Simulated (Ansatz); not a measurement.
Migration of O in Ti

Method: DFT PBEsol, scalar-relativistic, plane waves, PAW (Ansatz 0.2.0). Run with 420 eV cutoff, 4×4×4 k-mesh, shifted by half a step, Gaussian smearing of 0.10 eV, no spin polarisation.

In a supercell of 18 host sites, interstitial O hops to an equivalent place, moving 2.90 Å between the relaxed ends. Climbing-image nudged elastic band at fixed cell with images 0 (start) to 6 (end), the path measured over all atoms, converged to 0.05 eV/Å; the order of the saddle wasn't checked, and the small cell leaves errors of about a tenth of an eV.

Start:

```yaml
crystal:
  lattice:
    - [0.00000, 5.02370, -4.59099]
    - [4.35065, -2.51185, -4.59099]
    - [-4.35065, -2.51185, -4.59099]
  atoms:
    - { symbol: Ti, position: [0.13747, 0.13740, 0.47056] }
    - { symbol: Ti, position: [0.47255, 0.80283, 0.47253] }
    - { symbol: Ti, position: [0.13727, 0.47054, 0.13732] }
    - { symbol: Ti, position: [0.80285, 0.47254, 0.47255] }
    - { symbol: Ti, position: [0.47056, 0.13733, 0.13746] }
    - { symbol: Ti, position: [0.13720, 0.80255, 0.80259] }
    - { symbol: Ti, position: [0.80258, 0.80254, 0.13718] }
    - { symbol: Ti, position: [0.47256, 0.47254, 0.80286] }
    - { symbol: Ti, position: [0.80257, 0.13712, 0.80257] }
    - { symbol: Ti, position: [0.86287, 0.19740, 0.19751] }
    - { symbol: Ti, position: [0.19740, 0.86284, 0.19747] }
    - { symbol: Ti, position: [0.86250, 0.52942, 0.86254] }
    - { symbol: Ti, position: [0.52742, 0.52746, 0.19715] }
    - { symbol: Ti, position: [0.19749, 0.19744, 0.86298] }
    - { symbol: Ti, position: [0.86273, 0.86269, 0.52951] }
    - { symbol: Ti, position: [0.52947, 0.86258, 0.86267] }
    - { symbol: Ti, position: [0.19716, 0.52746, 0.52744] }
    - { symbol: Ti, position: [0.52745, 0.19720, 0.52747] }
    - { symbol: O, position: [0.99999, 0.00003, 0.99997] }
```

Atom 19 jumps to (1.450, 2.512, 0.000) Å.

Problem. Give the energy along the band and the structure at its top.

Solution.
| image | path (Å) | E − E(0) (eV) | O x (Å) | O y (Å) | O z (Å) | force on O (eV/Å) |
| --- | --- | --- | --- | --- | --- | --- |
| 0 | 0.00 | 0.000 | 0.000 | 0.000 | 0.000 | 0.00 |
| 1 | 0.72 | 1.129 | 0.240 | 0.414 | 0.000 | 2.13 |
| 2 | 1.44 | 2.216 | 0.543 | 0.937 | 0.001 | 0.22 |
| 3 | 2.15 | 1.786 | 0.737 | 1.277 | 0.000 | 0.17 |
| 4 | 2.86 | 2.225 | 0.937 | 1.621 | 0.001 | 0.00 |
| 5 | 3.55 | 1.038 | 1.224 | 2.119 | 0.000 | 2.11 |
| 6 | 4.23 | 0.000 | 1.450 | 2.512 | 0.000 | 0.00 |

Barrier 2.23 eV. Image 4:
```yaml
crystal:
  lattice:
    - [0.00000, 5.02370, -4.59099]
    - [4.35065, -2.51185, -4.59099]
    - [-4.35065, -2.51185, -4.59099]
  atoms:
    - { symbol: Ti, position: [0.15649, 0.11275, 0.49111] }
    - { symbol: Ti, position: [0.48947, 0.78882, 0.45658] }
    - { symbol: Ti, position: [0.12753, 0.47162, 0.16555] }
    - { symbol: Ti, position: [0.81846, 0.45951, 0.47825] }
    - { symbol: Ti, position: [0.47849, 0.13447, 0.14057] }
    - { symbol: Ti, position: [0.13143, 0.73776, 0.81435] }
    - { symbol: Ti, position: [0.79905, 0.79528, 0.14261] }
    - { symbol: Ti, position: [0.48842, 0.46690, 0.79487] }
    - { symbol: Ti, position: [0.81887, 0.11480, 0.81717] }
    - { symbol: Ti, position: [0.85741, 0.20473, 0.20095] }
    - { symbol: Ti, position: [0.18288, 0.88509, 0.18144] }
    - { symbol: Ti, position: [0.83446, 0.52842, 0.87249] }
    - { symbol: Ti, position: [0.52176, 0.54050, 0.18158] }
    - { symbol: Ti, position: [0.18568, 0.26217, 0.86866] }
    - { symbol: Ti, position: [0.85940, 0.86549, 0.52155] }
    - { symbol: Ti, position: [0.50877, 0.88734, 0.84351] }
    - { symbol: Ti, position: [0.20518, 0.53306, 0.51161] }
    - { symbol: Ti, position: [0.54353, 0.21114, 0.51058] }
    - { symbol: O, position: [0.21503, 0.00007, 0.78469] }
```

Cost: 1 run of about 91 core-minutes, on AMD EPYC 7R43 (Zen 3) (shared hosts).